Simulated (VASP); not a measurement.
# LaB6: B into a neighbouring B vacancy, part 2 of 5

Aim: the barrier for one hop in LaB6: B into a neighbouring B vacancy. The start is a cell from a database of measured crystal structures.

VASP 6.6.1; PBE; plane waves and PAW (La, B).

So far. Step 2 (Relax the host): The run ended after 3 ionic steps, 0.017 eV below its first step, once forces and stress met EDIFFG = -0.02.

### 3. Relax the start

System of this step: La4B23. The cell holds 27 atoms: 4 La and 23 B. Cell: a = 7.195 Å, b = 7.195 Å, c = 7.195 Å, α = 109.5°, β = 109.5°, γ = 109.5°. It derives from LaB6. Nearest the centre at fractional (0.750, 0.750, 0.500): B9 at 0.83 Å, B21 at 2.40 Å, B13 at 2.41 Å, B12 at 2.42 Å, B24 at 2.43 Å, B16 at 2.43 Å, B17 at 2.43 Å, B25 at 2.44 Å.

A path needs two true minima; the start is relaxed with symmetry off.

INCAR

```
SYSTEM = La4B23
PREC = Normal
ENCUT = 320
EDIFF = 1E-05
NELM = 120
ISMEAR = 1
SIGMA = 0.15
LREAL = Auto
ALGO = Fast
GGA = PE
NBANDS = 75
LASPH = .TRUE.
LORBIT = 11
LWAVE = .FALSE.
LCHARG = .FALSE.
KPAR = 5
IBRION = 2
NSW = 60
ISIF = 2
EDIFFG = -0.05
POTIM = 0.4
MAXMIX = 40
ISYM = 0
```

POSCAR

```
La4B23
1.0
   -4.1541656221      4.1541656221      4.1541656221
    4.1541656221     -4.1541656221      4.1541656221
    4.1541656221      4.1541656221     -4.1541656221
La B
4 23
Direct
    0.0027732530      0.0016273335      0.0028097155
    0.5032539156      0.4979375337     -0.0009575963
    0.5022764872     -0.0004149590      0.5001063147
    0.0013844783      0.5020241020      0.5007764609
    0.1485866493      0.1472060011      0.4978350309
    0.1495309896      0.6508769256      0.0015371759
    0.6495398592      0.1482767507     -0.0025013464
    0.3553991303      0.3516205936      0.5024516618
    0.8448926319      0.8429135359      0.4889263545
    0.8508980503      0.3493674579     -0.0005020200
    0.3462747616      0.8540497513      0.0024212275
    0.6532922769      0.5065135462      0.6566135413
    0.1465752197     -0.0008342027      0.6449347673
    0.1455401905      0.4986177427      0.1474472900
    0.6476285933     -0.0004099828      0.1476917258
    0.4988669074      0.6491504704      0.6504548910
    0.0029175901      0.1523410149      0.6537138986
    0.0005541721      0.6469626385      0.1499309657
    0.4996212953      0.1544570389      0.1496756826
    0.3460989800      0.4991960770      0.3468063086
    0.8481529462     -0.0022341089      0.3506475275
    0.8492174962      0.4962107369      0.8476753732
    0.3477199565     -0.0034020833      0.8522558686
    0.5022317842      0.3497567774      0.3534209881
    0.0024209202      0.8485189131      0.3497196291
   -0.0043980769      0.3484501456      0.8511862006
    0.5007931693      0.8514621783      0.8485225941
```

KPOINTS

```
Automatic mesh
0
Gamma
3 3 3
0 0 0
```

Potentials, in the order of the species: La and B (PBE family, release 64).

The run is started by

```
mpirun -np 5 vasp_std
```

What it wrote:

```text
[banner, memory and clock lines left out]
running    5 mpi-ranks, on    1 nodes
 distrk:  each k-point on    1 cores,    5 groups
 distr:  one band on    1 cores,    1 groups

 POSCAR found type information on POSCAR LaB
 POSCAR found :  2 types and      27 ions
 [... a notice as in an earlier step ...]

 LDA part: xc-table for (Slater+PW92), standard interpolation
 POSCAR, INCAR and KPOINTS ok, starting setup
 FFT: planning ... GRIDC
 FFT: planning ... GRID_SOFT
 FFT: planning ... GRID
 WAVECAR not read
 entering main loop
       N       E                     dE             d eps       ncg     rms          rms(c)
DAV:   1     0.104073014094E+04    0.10407E+04   -0.28631E+04  2116   0.130E+03
DAV:   2     0.130717765425E+03   -0.91001E+03   -0.84048E+03  2588   0.341E+02
DAV:   3    -0.164563798895E+03   -0.29528E+03   -0.28219E+03  3284   0.174E+02
DAV:   4    -0.200447667712E+03   -0.35884E+02   -0.34421E+02  3654   0.904E+01
DAV:   5    -0.202968901524E+03   -0.25212E+01   -0.24683E+01  3976   0.260E+01    0.185E+01
RMM:   6    -0.186494226023E+03    0.16475E+02   -0.38626E+01  2897   0.211E+01    0.975E+00
RMM:   7    -0.185754428494E+03    0.73980E+00   -0.30688E+01  3146   0.136E+01    0.446E+00
RMM:   8    -0.185407433135E+03    0.34700E+00   -0.34373E+00  2945   0.962E+00    0.266E+00
RMM:   9    -0.185505486054E+03   -0.98053E-01   -0.13734E+00  3405   0.299E+00    0.851E-01
RMM:  10    -0.185545313696E+03   -0.39828E-01   -0.48902E-01  3620   0.178E+00    0.366E-01
RMM:  11    -0.185565853044E+03   -0.20539E-01   -0.23151E-01  3696   0.118E+00    0.166E-01
RMM:  12    -0.185577666436E+03   -0.11813E-01   -0.13631E-01  3705   0.921E-01    0.801E-02
RMM:  13    -0.185588138968E+03   -0.10473E-01   -0.11201E-01  3689   0.761E-01    0.418E-02
RMM:  14    -0.185594573175E+03   -0.64342E-02   -0.69556E-02  3695   0.647E-01    0.396E-02
RMM:  15    -0.185600543682E+03   -0.59705E-02   -0.64377E-02  3545   0.571E-01    0.309E-02
RMM:  16    -0.185604258679E+03   -0.37150E-02   -0.40489E-02  3534   0.512E-01    0.153E-02
RMM:  17    -0.185607893680E+03   -0.36350E-02   -0.39505E-02  3541   0.458E-01    0.276E-02
RMM:  18    -0.185610340825E+03   -0.24471E-02   -0.26574E-02  3540   0.414E-01    0.555E-02
RMM:  19    -0.185612596488E+03   -0.22557E-02   -0.24658E-02  3535   0.375E-01    0.637E-02
RMM:  20    -0.185614165066E+03   -0.15686E-02   -0.17236E-02  3539   0.341E-01    0.741E-02
RMM:  21    -0.185615601374E+03   -0.14363E-02   -0.15758E-02  3534   0.309E-01    0.824E-02
RMM:  22    -0.185616643106E+03   -0.10417E-02   -0.11382E-02  3516   0.283E-01    0.942E-02
RMM:  23    -0.185617527692E+03   -0.88459E-03   -0.10127E-02  3517   0.259E-01    0.901E-02
RMM:  24    -0.185618181446E+03   -0.65375E-03   -0.74579E-03  3514   0.237E-01    0.887E-02
RMM:  25    -0.185618756888E+03   -0.57544E-03   -0.65724E-03  3492   0.217E-01    0.861E-02
RMM:  26    -0.185619195394E+03   -0.43851E-03   -0.49562E-03  3488   0.200E-01    0.869E-02
RMM:  27    -0.185619561293E+03   -0.36590E-03   -0.43065E-03  3470   0.185E-01    0.800E-02
RMM:  28    -0.185619809626E+03   -0.24833E-03   -0.32357E-03  3454   0.172E-01    0.595E-02
RMM:  29    -0.185620060053E+03   -0.25043E-03   -0.28220E-03  3439   0.158E-01    0.598E-02
RMM:  30    -0.185620257064E+03   -0.19701E-03   -0.22006E-03  3378   0.147E-01    0.618E-02
RMM:  31    -0.185620435142E+03   -0.17808E-03   -0.19120E-03  3343   0.138E-01    0.677E-02
RMM:  32    -0.185620572641E+03   -0.13750E-03   -0.15169E-03  3326   0.130E-01    0.711E-02
RMM:  33    -0.185620688987E+03   -0.11635E-03   -0.12932E-03  3268   0.121E-01    0.733E-02
RMM:  34    -0.185620784523E+03   -0.95536E-04   -0.10508E-03  3228   0.114E-01    0.762E-02
RMM:  35    -0.185620865763E+03   -0.81239E-04   -0.88668E-04  3182   0.109E-01    0.790E-02
RMM:  36    -0.185620934760E+03   -0.68998E-04   -0.74287E-04  3138   0.100E-01    0.818E-02
RMM:  37    -0.185620990750E+03   -0.55990E-04   -0.61436E-04  3039   0.934E-02    0.838E-02
RMM:  38    -0.185621039051E+03   -0.48301E-04   -0.52888E-04  3018   0.855E-02    0.857E-02
WARNING in EDDRMM: call to ZHEGV failed, returncode =   8  4     33
RMM:  39    -0.185621077873E+03   -0.38821E-04   -0.43232E-04  2945   0.801E-02    0.869E-02
RMM:  40    -0.185621112836E+03   -0.34963E-04   -0.38144E-04  2886   0.732E-02    0.886E-02
RMM:  41    -0.185621141210E+03   -0.28374E-04   -0.30978E-04  2819   0.690E-02    0.900E-02
RMM:  42    -0.185621165244E+03   -0.24034E-04   -0.26975E-04  2724   0.629E-02    0.910E-02
RMM:  43    -0.185621185905E+03   -0.20661E-04   -0.22380E-04  2657   0.597E-02    0.923E-02
RMM:  44    -0.185621205214E+03   -0.19309E-04   -0.21078E-04  2562   0.565E-02    0.933E-02
RMM:  45    -0.185621220377E+03   -0.15163E-04   -0.16525E-04  2512   0.540E-02    0.945E-02
RMM:  46    -0.185621218989E+03    0.13885E-05   -0.14231E-04  2450   0.504E-02    0.895E-02
RMM:  47    -0.185621234154E+03   -0.15165E-04   -0.12322E-04  2379   0.482E-02    0.917E-02
RMM:  48    -0.185621249771E+03   -0.15617E-04   -0.11046E-04  2351   0.465E-02    0.944E-02
WARNING in EDDRMM: call to ZHEGV failed, returncode =   8  4     44
RMM:  49    -0.185621258997E+03   -0.92262E-05   -0.93535E-05  2308   0.449E-02
   1 F= -.18562126E+03 E0= -.18562253E+03  d E =-.185621E+03
 curvature:   0.00 expect dE= 0.000E+00 dE for cont linesearch  0.000E+00
 trial: gam= 0.00000 g(F)=  0.378E+00 g(S)=  0.000E+00 ort = 0.000E+00 (trialstep = 0.100E+01)
 search vector abs. value=  0.378E+00
 bond charge predicted
       N       E                     dE             d eps       ncg     rms          rms(c)
DAV:   1    -0.185740769065E+03   -0.11952E+00   -0.14821E+01  2392   0.126E+01    0.105E+00
RMM:   2    -0.187987133338E+03   -0.22464E+01   -0.46786E+00  2824   0.108E+01    0.195E+01
RMM:   3    -0.188288487469E+03   -0.30135E+00   -0.23015E+00  3095   0.340E+00    0.190E+01
RMM:   4    -0.186761495126E+03    0.15270E+01   -0.48851E-01  2826   0.343E+00    0.128E+01
RMM:   5    -0.186407869545E+03    0.35363E+00   -0.36272E-01  2958   0.201E+00    0.116E+01
RMM:   6    -0.185923847441E+03    0.48402E+00   -0.38064E-01  3025   0.201E+00    0.778E+00
RMM:   7    -0.185801178866E+03    0.12267E+00   -0.10994E-01  3272   0.102E+00    0.636E+00
RMM:   8    -0.185697689098E+03    0.10349E+00   -0.76436E-01  3474   0.326E+00    0.196E+00
RMM:   9    -0.185770418249E+03   -0.72729E-01   -0.29723E-01  3331   0.159E+00    0.135E+00
RMM:  10    -0.185786237778E+03   -0.15820E-01   -0.47879E-02  3369   0.634E-01    0.135E+00
RMM:  11    -0.185769990709E+03    0.16247E-01   -0.11239E-02  3179   0.418E-01    0.134E+00
RMM:  12    -0.185802401673E+03   -0.32411E-01   -0.25164E-02  3243   0.611E-01    0.139E+00
RMM:  13    -0.185890021905E+03   -0.87620E-01   -0.11369E+00  3656   0.412E+00    0.736E+00
RMM:  14    -0.185898041308E+03   -0.80194E-02   -0.10480E-01  3378   0.894E-01    0.704E+00
RMM:  15    -0.185780062789E+03    0.11798E+00   -0.11543E-01  3476   0.161E+00    0.415E+00
RMM:  16    -0.185887954709E+03   -0.10789E+00   -0.71792E-01  3699   0.291E+00    0.208E+00
RMM:  17    -0.185903237841E+03   -0.15283E-01   -0.71564E-02  3406   0.758E-01    0.220E+00
RMM:  18    -0.185949664896E+03   -0.46427E-01   -0.11034E-01  3485   0.123E+00    0.272E+00
RMM:  19    -0.185925985874E+03    0.23679E-01   -0.13232E-02  3088   0.448E-01    0.265E+00
RMM:  20    -0.185786166891E+03    0.13982E+00   -0.49953E-01  3708   0.288E+00    0.463E+00
RMM:  21    -0.185785426923E+03    0.73997E-03   -0.95341E-02  3438   0.106E+00    0.536E+00
RMM:  22    -0.185767037038E+03    0.18390E-01   -0.64805E-03  3248   0.279E-01    0.515E+00
RMM:  23    -0.185851267573E+03   -0.84231E-01   -0.24098E-01  3701   0.195E+00    0.698E+00
RMM:  24    -0.185825620258E+03    0.25647E-01   -0.16837E-02  3210   0.362E-01    0.654E+00
RMM:  25    -0.185784014929E+03    0.41605E-01   -0.47609E-03  2978   0.352E-01    0.577E+00
RMM:  26    -0.185741088926E+03    0.42926E-01   -0.13084E-02  3245   0.567E-01    0.466E+00
RMM:  27    -0.185724820459E+03    0.16268E-01   -0.12935E-02  3305   0.433E-01    0.418E+00
RMM:  28    -0.185685470206E+03    0.39350E-01   -0.50823E-02  3533   0.727E-01    0.455E+00
RMM:  29    -0.185671434393E+03    0.14036E-01   -0.77524E-02  3593   0.105E+00    0.313E+00
RMM:  30    -0.185677236667E+03   -0.58023E-02   -0.93964E-03  3352   0.342E-01    0.277E+00
[...]
RMM:  39    -0.185761600429E+03    0.42799E-03   -0.19911E-03  3373   0.174E-01    0.990E-02
RMM:  40    -0.185762001777E+03   -0.40135E-03   -0.11057E-03  3208   0.111E-01    0.139E-01
RMM:  41    -0.185761916361E+03    0.85416E-04   -0.56066E-04  2833   0.905E-02    0.119E-01
RMM:  42    -0.185761940129E+03   -0.23768E-04   -0.53624E-04  2636   0.666E-02    0.103E-01
RMM:  43    -0.185761890261E+03    0.49868E-04   -0.29433E-04  2631   0.591E-02    0.836E-02
RMM:  44    -0.185761904297E+03   -0.14036E-04   -0.34125E-04  2478   0.519E-02    0.823E-02
RMM:  45    -0.185761866454E+03    0.37843E-04   -0.19631E-04  2558   0.503E-02    0.654E-02
RMM:  46    -0.185761839025E+03    0.27429E-04   -0.27223E-04  2654   0.528E-02    0.461E-02
RMM:  47    -0.185761818421E+03    0.20604E-04   -0.19269E-04  2661   0.527E-02    0.221E-02
RMM:  48    -0.185761822673E+03   -0.42525E-05   -0.19005E-04  2516   0.518E-02    0.110E-02
RMM:  49    -0.185761829259E+03   -0.65857E-05   -0.10820E-04  2195   0.463E-02    0.633E-03
RMM:  50    -0.185761834554E+03   -0.52952E-05   -0.74742E-05  1946   0.423E-02
   2 F= -.18576183E+03 E0= -.18576369E+03  d E =-.140576E+00
[... from here on, the cycles between the ionic steps are left out ...]
   3 F= -.18577177E+03 E0= -.18577347E+03  d E =-.150513E+00
   4 F= -.18580310E+03 E0= -.18580304E+03  d E =-.313229E-01
   5 F= -.18580348E+03 E0= -.18580361E+03  d E =-.317113E-01
   6 F= -.18581249E+03 E0= -.18581273E+03  d E =-.900756E-02
   7 F= -.18581262E+03 E0= -.18581284E+03  d E =-.913611E-02
   8 F= -.18581610E+03 E0= -.18581607E+03  d E =-.347943E-02
   9 F= -.18581613E+03 E0= -.18581612E+03  d E =-.351133E-02
  10 F= -.18581807E+03 E0= -.18581806E+03  d E =-.193671E-02
  11 F= -.18581780E+03 E0= -.18581776E+03  d E =-.167122E-02
  12 F= -.18581789E+03 E0= -.18581784E+03  d E =-.176142E-02
 curvature:  -1.82 expect dE=-0.325E-02 dE for cont linesearch -0.507E-04
 trial: gam= 0.80622 g(F)=  0.179E-02 g(S)=  0.000E+00 ort =-0.341E-03 (trialstep = 0.109E+01)
 search vector abs. value=  0.395E-02
 bond charge predicted
       N       E                     dE             d eps       ncg     rms          rms(c)
DAV:   1    -0.185817978685E+03   -0.94044E-04   -0.17256E-01  2135   0.150E+00    0.926E-02
RMM:   2    -0.185818502951E+03   -0.52427E-03   -0.77070E-03  2540   0.723E-01    0.474E-02
RMM:   3    -0.185818830944E+03   -0.32799E-03   -0.40423E-03  2947   0.246E-01    0.374E-02
RMM:   4    -0.185818857333E+03   -0.26388E-04   -0.66344E-04  3014   0.880E-02    0.282E-02
RMM:   5    -0.185818850767E+03    0.65663E-05   -0.17557E-04  2629   0.505E-02    0.146E-02
RMM:   6    -0.185818856540E+03   -0.57735E-05   -0.12084E-04  2272   0.541E-02    0.499E-03
RMM:   7    -0.185818861409E+03   -0.48692E-05   -0.56680E-05  1819   0.313E-02
  13 F= -.18581886E+03 E0= -.18581871E+03  d E =-.969025E-03
 trial-energy change:   -0.000969  1 .order   -0.000846   -0.001646   -0.000046
 step:   1.1079(harm=  1.1179)  dis= 0.00454  next Energy=  -185.818862 (dE=-0.969E-03)
 reached required accuracy - stopping structural energy minimisation
```

The job ended after 4.6 min (5 MPI ranks of AMD EPYC 9R14 (Zen 4), shared host; peak memory 1.3 GiB).

OUTCAR, selected parts (step 3):

```text
 Found     14 irreducible k-points:

   k-points           NKPTS =     14   k-points in BZ     NKDIM =     14   number of bands    NBANDS=     75

   dimension x,y,z NGX =    32 NGY =   32 NGZ =   32
   dimension x,y,z NGXF=    64 NGYF=   64 NGZF=   64

   ENCUT  =  320.0 eV  23.52 Ry    4.85 a.u.  10.49 10.49 10.49*2*pi/ulx,y,z

   NELECT =     113.0000    total number of electrons

 E-fermi :   8.0551

 k-point     1 :       0.0000    0.0000    0.0000
  band No.  band energies     occupation
    ...
     52       5.9425      2.00000
     53       6.6205      2.00000
     54       7.4201      2.00000
     55       7.4248      2.00000
     56       7.9593      1.87281
     57       8.5712     -0.00001
     58       8.7360     -0.00000
     59       8.7383     -0.00000
     60       9.3407     -0.00000
     61       9.3417     -0.00000
    ...

 k-point     2 :       0.3333    0.0000    0.0000
  band No.  band energies     occupation
    ...
     52       5.6201      2.00000
     53       6.2137      2.00000
     54       6.5393      2.00000
     55       7.4763      2.00000
     56       7.5608      2.00003
     57       8.3687     -0.01178
     58       8.5351     -0.00006
     59       8.7327     -0.00000
     60       8.8712     -0.00000
     61       9.0667     -0.00000
    ...

  Total       -2.4914428     -2.5119682     -5.6109368     -0.0179273     -0.1101631     -0.0434133
  in kB      -13.9203481    -14.0350288    -31.3497833     -0.1001648     -0.6155102     -0.2425613
  external PRESSURE =     -19.7683867 kB  Pullay stress =       0.0000000 kB

  energy-cutoff  :      320.00
  volume of cell :      286.76
      direct lattice vectors                 reciprocal lattice vectors
    -4.154165622  4.154165622  4.154165622     0.000000000  0.120361114  0.120361114
     4.154165622 -4.154165622  4.154165622     0.120361114  0.000000000  0.120361114
     4.154165622  4.154165622 -4.154165622     0.120361114  0.120361114  0.000000000

 POSITION                                       TOTAL-FORCE (eV/Angst)
 -----------------------------------------------------------------------------------
      0.00451      0.00274      0.01233        -0.008442     -0.000741     -0.000995
      4.15134      4.15092      0.01323        -0.008309      0.000532     -0.005986
     -0.00372      4.15413      0.01147         0.016572     -0.011246     -0.002052
      4.15167      0.00255      0.01250        -0.009268     -0.000371     -0.000849
      2.07517      2.07886     -0.83309        -0.021657     -0.027544     -0.008308
      6.22718      2.07954     -0.84414         0.006806     -0.010978     -0.018782
      2.07634      6.22880     -0.84565         0.013835     -0.019489      0.007964
      2.07737      2.07825      0.86759        -0.005495      0.009429     -0.021894
      2.07341      2.07088      4.96839        -0.007648      0.015490      0.003454
      2.07313      6.22941      0.82497         0.013641      0.005195      0.016249
      2.07864     -2.07581      4.97952        -0.004622     -0.007358      0.003056
      2.07835      3.31782      2.09424         0.003437     -0.005184      0.006881
      6.22933     -0.83629      2.06129        -0.001686      0.010705      0.000001
      2.07382     -0.81825      2.06241        -0.007533      0.015666     -0.001724
      2.07608     -0.83731      6.22814         0.009903     -0.006442     -0.040548
      3.31961      2.07705      2.08728        -0.007613     -0.001175      0.034077
     -0.83762      6.22667      2.06277         0.000616      0.016999      0.008901
     -0.84003      2.07752      6.22632         0.004847     -0.004966     -0.039344
     -0.81521      2.07696      2.06201        -0.028557     -0.003766      0.031077
      2.07872      0.83771      2.09133        -0.011321     -0.017522      0.007043
      2.07197      0.83049      6.22091         0.008149      0.023913      0.016312
      2.07413      4.97327      2.06633         0.011901     -0.032879     -0.015240
      6.23406      0.83314      2.06719        -0.017048      0.021887      0.002290
      0.84037      2.07834      2.09613        -0.027027      0.001021     -0.007603
      0.82867      2.07551      6.21752         0.031865      0.007417      0.026521
      0.83033      6.22838      2.06945         0.040467      0.027379     -0.002320
      4.97371      2.07502      2.06171         0.004186     -0.005974      0.001817
 -----------------------------------------------------------------------------------
    total drift:                               -0.012044      0.000465      0.024026

  FREE ENERGIE OF THE ION-ELECTRON SYSTEM (eV)
  ---------------------------------------------------
  free  energy   TOTEN  =      -185.8188614092 eV

  energy  without entropy=     -185.8184206514  energy(sigma->0) =     -185.81871449

 total charge
# of ion       s       p       d       f       tot
--------------------------------------------------
    1        1.995   5.664   0.628   0.208   8.495
    2        1.995   5.664   0.628   0.208   8.495
    3        1.995   5.664   0.628   0.208   8.495
    4        1.995   5.664   0.628   0.208   8.495
    5        0.703   1.324   0.000   0.000   2.026
    6        0.700   1.368   0.000   0.000   2.068
    7        0.699   1.368   0.000   0.000   2.067
    8        0.697   1.354   0.000   0.000   2.051
    9        0.690   1.197   0.000   0.000   1.887
   10        0.702   1.362   0.000   0.000   2.064
   11        0.702   1.364   0.000   0.000   2.066
   12        0.700   1.307   0.000   0.000   2.007
   13        0.701   1.363   0.000   0.000   2.064
   14        0.702   1.356   0.000   0.000   2.058
   15        0.700   1.375   0.000   0.000   2.075
   16        0.700   1.309   0.000   0.000   2.009
   17        0.701   1.364   0.000   0.000   2.066
   18        0.700   1.374   0.000   0.000   2.075
   19        0.702   1.354   0.000   0.000   2.057
   20        0.700   1.307   0.000   0.000   2.007
   21        0.701   1.363   0.000   0.000   2.064
   22        0.703   1.358   0.000   0.000   2.060
   23        0.700   1.372   0.000   0.000   2.071
   24        0.700   1.307   0.000   0.000   2.008
   25        0.701   1.362   0.000   0.000   2.062
   26        0.700   1.372   0.000   0.000   2.072
   27        0.703   1.358   0.000   0.000   2.061
--------------------------------------------------
tot         24.087  53.593   2.513   0.832  81.026

[... 1 part as in an earlier step ...]

[... 7 further parts left out ...]
```

(Part 2 of 5 ends here.)

[Lines on the potential files, build, host, timing and source positions are cut from VASP's logs without a mark.]

[Logs are printed without paths, hosts, clocks, repeated set-up lines and the standing remarks that a program may print on its own settings, such as how far it seeks lower states.]

[Hosts, paths, dates, database ids (printed as entryN), source tags and the programs' standing remarks are cut or masked in the printed files.]

[Runs that stopped without an error message from VASP are left out.]
